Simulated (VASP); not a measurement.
A run of VASP 6.6.1 is set up as follows.

INCAR

```
ALGO     = Normal         # electronic algorithm
EDIFF    = 1E-6           # SCF threshold, eV
ENCUT    = 520            # plane-wave cutoff, eV
GGA      = PE             # functional
ISIF     = 2              # what is computed and relaxed
ISMEAR   = 0              # smearing method
LASPH    = True           # aspherical terms in the spheres
LCHARG   = False          # write CHGCAR
LREAL    = False          # projectors in reciprocal space
LWAVE    = False          # write WAVECAR
NELM     = 80             # most SCF steps
PREC     = Accurate       # precision mode
SIGMA    = 0.03           # smearing width, eV
```

File KPOINTS:

```
k-points
0
Gamma
  8 8 8
```

Contents of POSCAR:

```
InP                                     
1.0
    0.0000000000      2.9393308163      2.9393308163
    2.9393308163      0.0000000000      2.9393308163
    2.9393308163      2.9393308163      0.0000000000
  In              P             
     1     1
Direct
     0.0000000000000000    0.0000000000000000    0.0000000000000000
     0.2500000000000000    0.2500000000000000    0.2500000000000000
```

File KPOINTS_OPT:

```
explicit points
252
Reciprocal
 0.0000000000  0.0000000000  0.0000000000 1
 0.0357142857  0.0000000000  0.0357142857 1
 0.0714285714  0.0000000000  0.0714285714 1
 0.1071428571  0.0000000000  0.1071428571 1
 0.1428571429  0.0000000000  0.1428571429 1
 0.1785714286  0.0000000000  0.1785714286 1
[... 244 lines left out ...]
 0.5115429000  0.0230858000  0.5115429000 1
 0.4884571000 -0.0230858000  0.4884571000 1
```

Potentials or basis: VASP PAW PBE potentials, release 64 (In_d, P).

Run with:

```bash
$ cat potpaw_PBE.64/In_d/POTCAR potpaw_PBE.64/P/POTCAR > POTCAR
$ mpirun -np 1 vasp_std > vasp.out
```

Question: Predict the pressure.

Answer: 2.6 GPa.

Question: Predict the band gap along the path.

Answer: 0.66 eV, direct.

Question: Estimate the band gap on the k mesh.

Answer: 0.66 eV, direct.

Levels at the corners of the path, in eV from the valence-band top:
```tsv
point	band 7	band 8	band 9	band 10	band 11	band 12
Γ	0.00	0.00	0.00	0.66	4.09	4.09
X	-5.71	-2.29	-2.29	1.78	2.27	9.16
X	-5.71	-2.29	-2.29	1.78	2.27	9.16
W	-5.56	-2.91	-2.87	4.29	4.34	5.55
W	-5.56	-2.91	-2.87	4.29	4.34	5.55
K	-5.57	-3.26	-1.91	2.37	4.37	7.49
K	-5.57	-3.26	-1.91	2.37	4.37	7.49
Γ	0.00	0.00	0.00	0.66	4.09	4.09
Γ	0.00	0.00	0.00	0.66	4.09	4.09
L	-5.68	-0.96	-0.96	1.48	4.81	4.81
L	-5.68	-0.96	-0.96	1.48	4.81	4.81
U	-5.57	-3.26	-1.91	2.37	4.37	7.49
U	-5.57	-3.26	-1.91	2.37	4.37	7.49
W	-5.56	-2.91	-2.87	4.29	4.34	5.55
W	-5.56	-2.91	-2.87	4.29	4.34	5.55
L	-5.68	-0.96	-0.96	1.48	4.81	4.81
L	-5.68	-0.96	-0.96	1.48	4.81	4.81
K	-5.57	-3.26	-1.91	2.37	4.37	7.49
U	-5.57	-3.26	-1.91	2.37	4.37	7.49
X	-5.71	-2.29	-2.29	1.78	2.27	9.16
```

Caveat: spin-orbit coupling is left out, which moves the levels of the heavy elements.

**The experiment to reproduce.**

A printed reference work, data compilation reports, for a bulk crystal of InP at 1.6 K: band gap 1.4236 eV (direct).

A measured gap of InP is 1.4236 eV (direct; 1.6 K; a printed reference work, data compilation); the calculated 0.66 eV misses it by -0.76 eV. Spin-orbit coupling on In is left out. The value is that of PBE, without temperature or zero-point motion. Semilocal functionals fall short of measured gaps as a rule.
